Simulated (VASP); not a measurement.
# KBr (Pm-3m) in VASP: notebook

The runs below take KBr through single point, with PBEsol.

Program: VASP 6.6.1. These are calculated values, not measurements. Logs are shortened: lines on timing, memory, paths and dates and some standing lists are left out, and cuts for length are marked.

### Step 1. The structure

The structure is cubic, space group Pm-3m (No. 221). Conventional cell: a = 4.043 Å, b = 4.043 Å, c = 4.043 Å, α = 90.00°, β = 90.00°, γ = 90.00°. Around K (site symmetry m-3m) lie 8 Br at 3.50 Å. Around Br (site symmetry m-3m) lie 8 K at 3.50 Å.

Measurements of this composition are mostly on another form, of space group No. 225.

### Step 2. Single point, PBEsol

File INCAR:

```
SYSTEM = KBr
ALGO     = Normal         ! electronic algorithm
EDIFF    = 1E-6           ! SCF threshold, eV
ENCUT    = 520            ! plane-wave cutoff, eV
GGA      = PS             ! functional
ISIF     = 2              ! what is computed and relaxed
ISMEAR   = 1              ! smearing method
LASPH    = .True.         ! aspherical terms in the spheres
LCHARG   = .False.        ! write CHGCAR
LREAL    = .False.        ! projectors in reciprocal space
LWAVE    = .False.        ! write WAVECAR
NBANDS   = 15             ! bands
NELM     = 100            ! most SCF steps
PREC     = Accurate       ! precision mode
SIGMA    = 0.1            ! smearing width, eV
```

File KPOINTS:

```
k-points
0
Gamma
  3 3 3
  0 0 0
```

File POSCAR:

```
KBr
1.0
    4.0435000000      0.0000000000      0.0000000000
    0.0000000000      4.0435000000      0.0000000000
    0.0000000000      0.0000000000      4.0435000000
K Br
1 1
Direct
    0.0000000000      0.0000000000      0.0000000000
    0.5000000000      0.5000000000      0.5000000000
```

Potentials or basis: VASP PAW PBE potentials, release 64 (K_sv, Br).

Run with:

```console
cat potpaw_PBE.64/K_sv/POTCAR potpaw_PBE.64/Br/POTCAR > POTCAR
mpirun -np 1 vasp_std > vasp.out
```

OUTCAR:

```text
SYSTEM = KBr
   EDIFF = 1E-6
   ENCUT = 520
   GGA = PS
   ISIF = 2
   ISMEAR = 1
   LASPH = .True.
   LREAL = .False.
   NELM = 100
   PREC = Accurate

 ion  position               nearest neighbor table
   1  0.000  0.000  0.000-
   2  0.500  0.500  0.500-

  LATTYP: Found a simple cubic cell.
 ALAT       =     4.0435000000

  Lattice vectors:

 A1 = (   4.0435000000,   0.0000000000,   0.0000000000)
 A2 = (   0.0000000000,   4.0435000000,   0.0000000000)
 A3 = (   0.0000000000,   0.0000000000,   4.0435000000)

Analysis of symmetry for initial positions (statically):
=====================================================================
 Subroutine PRICEL returns:
 Original cell was already a primitive cell.

 Routine SETGRP: Setting up the symmetry group for a
 simple cubic supercell.

 Subroutine GETGRP returns: Found 48 space group operations
 (whereof 48 operations were pure point group operations)
 out of a pool of 48 trial point group operations.

The static configuration has the point symmetry O_h .

Analysis of symmetry for dynamics (positions and initial velocities):
=====================================================================
 Subroutine PRICEL returns:
 Original cell was already a primitive cell.

 Routine SETGRP: Setting up the symmetry group for a
 simple cubic supercell.

 Subroutine GETGRP returns: Found 48 space group operations
 (whereof 48 operations were pure point group operations)
 out of a pool of 48 trial point group operations.

The dynamic configuration has the point symmetry O_h .

 Subroutine INISYM returns: Found 48 space group operations
 (whereof 48 operations are pure point group operations),
 and found     1 'primitive' translations

----------------------------------------------------------------------------------------

                                     Primitive cell

  volume of cell :      66.1108

  direct lattice vectors                    reciprocal lattice vectors
     4.043500000  0.000000000  0.000000000     0.247310498  0.000000000  0.000000000
     0.000000000  4.043500000  0.000000000     0.000000000  0.247310498  0.000000000
     0.000000000  0.000000000  4.043500000     0.000000000  0.000000000  0.247310498

  length of vectors
     4.043500000  4.043500000  4.043500000     0.247310498  0.247310498  0.247310498

  position of ions in fractional coordinates (direct lattice)
     0.000000000  0.000000000  0.000000000
     0.500000000  0.500000000  0.500000000

  ion indices of the primitive-cell ions
   primitive index   ion index
                 1           1
                 2           2

----------------------------------------------------------------------------------------

 KPOINTS: k-points

Automatic generation of k-mesh.
 Grid dimensions read from file:
 generate k-points for:    3    3    3

 Generating k-lattice:

  Cartesian coordinates                     Fractional coordinates (reciprocal lattice)
     0.082436833  0.000000000  0.000000000     0.333333333  0.000000000  0.000000000
     0.000000000  0.082436833  0.000000000     0.000000000  0.333333333  0.000000000
     0.000000000  0.000000000  0.082436833     0.000000000  0.000000000  0.333333333

  Length of vectors
     0.082436833  0.082436833  0.082436833

  Shift w.r.t. Gamma in fractional coordinates (k-lattice)
     0.000000000  0.000000000  0.000000000

 Subroutine IBZKPT returns following result:
 ===========================================

 Found      4 irreducible k-points:

 Following reciprocal coordinates:
            Coordinates               Weight
  0.000000  0.000000  0.000000      1.000000
  0.333333  0.000000  0.000000      6.000000
  0.333333  0.333333  0.000000     12.000000
  0.333333  0.333333  0.333333      8.000000
   k-points           NKPTS =      4   k-points in BZ     NKDIM =      4   number of bands    NBANDS=     15
   number of dos      NEDOS =    301   number of ions     NIONS =      2
   total plane-waves  NPLWV =  27000
   dimension x,y,z NGX =    30 NGY =   30 NGZ =   30
   dimension x,y,z NGXF=    60 NGYF=   60 NGZF=   60
   ions per type =               1   1
   NGX,Y,Z   is equivalent  to a cutoff of  12.33, 12.33, 12.33 a.u.
   NGXF,Y,Z  is equivalent  to a cutoff of  24.67, 24.67, 24.67 a.u.
 SYSTEM =  KBr
   PREC   = accura    normal or accurate (medium, high low for compatibility)
   ISTART =      0    job   : 0-new  1-cont  2-samecut
   ICHARG =      2    charge: 1-file 2-atom 10-const
   ISPIN  =      1    spin polarized calculation?
   LNONCOLLINEAR =      F non collinear calculations
   LSORBIT =      F    spin-orbit coupling
   LASPH  =      T    aspherical Exc in radial PAW
   ENCUT  =  520.0 eV  38.22 Ry    6.18 a.u.   7.52  7.52  7.52*2*pi/ulx,y,z
   NELM   =    100;   NELMIN=  2; NELMDL= -5     # of ELM steps
   EDIFF  = 0.1E-05   stopping-criterion for ELM
   LREAL  =      F    real-space projection
   EDIFFG = 0.1E-04   stopping-criterion for IOM
   NSW    =      0    number of steps for IOM
   IBRION =     -1    ionic relax: 0-MD 1-quasi-New 2-CG
   NFREE  =      0    steps in history (QN), initial steepest desc. (CG)
   ISIF   =      2    stress and relaxation
   ISYM   =      2    0-nonsym 1-usesym 2-fastsym
   POTIM  = 0.5000    time-step for ionic-motion
   TEBEG  =    0.0;   TEEND  =   0.0 temperature during run
   PSTRESS=    0.0 pullay stress
   NELECT =      16.0000    total number of electrons
   NUPDOWN=      -1.0000    fix difference up-down
   EMIN   =  10.00;   EMAX   =-10.00  energy-range for DOS
   EFERMI =   0.00;   METHOD = LEGACY
   ISMEAR =     1;   SIGMA  =   0.10  broadening in eV -4-tet -1-fermi 0-gaus
   EFERMI_NEDOS =   21; number of points for ismear=-14 and -15
   IALGO  =     38    algorithm
   IMIX   =      4    mixing-type and parameters
     AMIX     =   0.40;   BMIX     =  1.00
     AMIX_MAG =   1.60;   BMIX_MAG =  1.00
  volume/ion in A,a.u.               =      33.06       223.07
  Fermi-wavevector in a.u.,A,eV,Ry     =   1.020213  1.927922 14.161405  1.040834
  Thomas-Fermi vector in A             =   2.153770
   LORBIT       =      0    0 simple, 1 ext, 2 COOP (PROOUT), +10 PAW based schemes
   GGA     = PS    functional components
   LHFCALC =     F    Hartree Fock is set to
   AEXX    =    0.0000 exact exchange contribution
   IVDW    =     0    specifies the selected vdW correction
   LEPSILON=     F    determine dielectric tensor
   LRPA    =     F    only Hartree local field effects (RPA)
 non-spin polarized calculation
 Methfessel and Paxton  Order N= 1 SIGMA  =   0.10
  energy-cutoff  :      520.00
  volume of cell :       66.11
 maximum number of plane-waves:      1791
 NGX is ok and might be reduce to    30
   NGX = 15   NGY = 15   NGZ = 15

 number of electron      15.9999999 magnetization

 Free energy of the ion-electron system (eV)
  ---------------------------------------------------
  ext. energy  EPLUGINS =         0.00000000
  ---------------------------------------------------
  free energy    TOTEN  =        -6.31088561 eV

  energy without entropy =       -6.31415980  energy(sigma->0) =       -6.31197701

 E-fermi :  -0.8561     XC(G=0):  -7.9963

 val. band max:       -0.9381433032   @ k =   0.3333   0.3333   0.0000
 cond. band min:       2.8613328213   @ k =   0.0000   0.0000   0.0000
 fundamental gap:      3.7994761245
 Fermi energy:        -0.8561021118

 k-point     1 :       0.0000    0.0000    0.0000
  band No.  band energies     occupation
      1     -29.3460      2.00000
      2     -13.6184      2.00000
      3     -12.8333      2.00000
      4     -12.8333      2.00000
      5     -12.8333      2.00000
      6      -1.0942      2.00388
      7      -1.0942      2.00388
      8      -1.0942      2.00388
      9       2.8613      0.00000
     10       4.9010      0.00000
     11       4.9010      0.00000
     12       8.7985      0.00000
     13       8.7985      0.00000
     14       8.7985      0.00000
     15      11.4398      0.00000

 k-point     2 :       0.3333    0.0000    0.0000
  band No.  band energies     occupation
      1     -29.3382      2.00000
      2     -13.7362      2.00000
      3     -12.8184      2.00000
      4     -12.8184      2.00000
      5     -12.6988      2.00000
      6      -2.4792      2.00000
      7      -1.0732      2.00886
      8      -1.0732      2.00886
      9       4.6678      0.00000
     10       5.7077      0.00000
     11       6.5018      0.00000
     12       8.6708      0.00000
     13       8.6708      0.00000
     14       8.8650      0.00000
     15       9.1778      0.00000

 k-point     3 :       0.3333    0.3333    0.0000
  band No.  band energies     occupation
      1     -29.3308      2.00000
      2     -13.5738      2.00000
      3     -12.9426      2.00000
      4     -12.8062      2.00000
      5     -12.7793      2.00000
      6      -2.2235      2.00000
      7      -2.0146      2.00000
      8      -0.9381      1.99017
      9       4.9579      0.00000
     10       5.6042      0.00000
     11       7.4784      0.00000
     12       7.7161      0.00000
     13       8.0242      0.00000
     14       8.1701      0.00000
     15       9.8501      0.00000

 k-point     4 :       0.3333    0.3333    0.3333
  band No.  band energies     occupation
      1     -29.3236      2.00000
      2     -13.4153      2.00000
      3     -12.9202      2.00000
      4     -12.9202      2.00000
      5     -12.8469      2.00000
      6      -2.0156      2.00000
      7      -2.0156      2.00000
      8      -2.0107      2.00000
      9       5.8952      0.00000
     10       6.4638      0.00000
     11       6.4638      0.00000
     12       7.2895      0.00000
     13       8.2701      0.00000
     14       8.2701      0.00000
     15      10.7423      0.00000

------------------------ aborting loop because EDIFF is reached ----------------------------------------

  FORCE on cell =-STRESS in cart. coord.  units (eV):
  Direction    XX          YY          ZZ          XY          YZ          ZX
  --------------------------------------------------------------------------------------
  -------------------------------------------------------------------------------------
  Total       -0.4125037     -0.4125037     -0.4125037      0.0000000      0.0000000      0.0000000
  in kB       -9.9969180     -9.9969180     -9.9969180      0.0000000      0.0000000      0.0000000
  external PRESSURE =      -9.9969180 kB  Pullay stress =       0.0000000 kB

 VOLUME and BASIS-vectors are now :
 -----------------------------------------------------------------------------
  energy-cutoff  :      520.00
  volume of cell :       66.11
      direct lattice vectors                 reciprocal lattice vectors
     4.043500000  0.000000000  0.000000000     0.247310498  0.000000000  0.000000000
     0.000000000  4.043500000  0.000000000     0.000000000  0.247310498  0.000000000
     0.000000000  0.000000000  4.043500000     0.000000000  0.000000000  0.247310498

 POSITION                                       TOTAL-FORCE (eV/Angst)
 -----------------------------------------------------------------------------------
      0.00000      0.00000      0.00000         0.000000      0.000000      0.000000
      2.02175      2.02175      2.02175         0.000000      0.000000      0.000000
 -----------------------------------------------------------------------------------
    total drift:                                0.000000      0.000000     -0.000000

  FREE ENERGIE OF THE ION-ELECTRON SYSTEM (eV)
  ---------------------------------------------------
  free  energy   TOTEN  =        -6.3108856137 eV

  energy  without entropy=       -6.3141598000  energy(sigma->0) =       -6.31197701
```

Run time: 8.3 s. Hardware: 1 thread of Intel Xeon Platinum 8488C (Sapphire Rapids), shared host; peak memory 0.16 GiB.

What came out:

| Quantity | Value |
| --- | --- |
| Free energy | -6.3109 eV |
| Pressure | -1.0 GPa |
| Band gap on the k mesh | 3.80 eV, indirect (least direct gap 3.96 eV) |

Caveat: the k mesh is coarse (spacing up to 0.52 Å⁻¹), so the values aren't converged; the PAW data sets were made with another functional, which shifts forces and pressure a little; an odd mesh through Γ misses points on the zone boundary, where band edges often lie.

### Step 3. Single point, PBEsol

File INCAR:

```
SYSTEM = KBr
PREC = Accurate ; ENCUT = 520
EDIFF = 1E-6 ; ISMEAR = 1
SIGMA = 0.1 ; LREAL = .FALSE.
LASPH = .TRUE. ; NELM = 100
ALGO = Normal ; ISIF = 2
LWAVE = .FALSE. ; LCHARG = .FALSE.
GGA = PS ; NBANDS = 15
```

File KPOINTS:

```
Automatic mesh
0
G
  3 3 3
  0 0 0
```

POSCAR is that of step 2.

Potentials or basis: VASP PAW PBE potentials, release 64 (K_sv, Br).

Run with:

```console
cat potpaw_PBE.64/K_sv/POTCAR potpaw_PBE.64/Br/POTCAR > POTCAR
mpirun -np 1 vasp_std > vasp.out
```

Run time: 9 s. Hardware: 1 thread of Intel Xeon Platinum 8488C (Sapphire Rapids), shared host; peak memory 0.16 GiB.

Results (log left out):

```yaml
Free_energy: -6.3109 eV
Pressure: -1.0 GPa
Band_gap_on_the_k_mesh: 3.80 eV, indirect (least direct gap 3.96 eV)
```

Levels at points of the mesh, in eV from the valence-band top:
```csv
k point,band 5,band 6,band 7,band 8,band 9,band 10,band 11,band 12
"(0.00, 0.00, 0.00)",-11.90,-0.16,-0.16,-0.16,3.80,5.84,5.84,9.74
```

Caveat: the k mesh is coarse (spacing up to 0.52 Å⁻¹), so the values aren't converged; the PAW data sets were made with another functional, which shifts forces and pressure a little; an odd mesh through Γ misses points on the zone boundary, where band edges often lie. As with any semilocal functional, this PBEsol gap is likely too small.
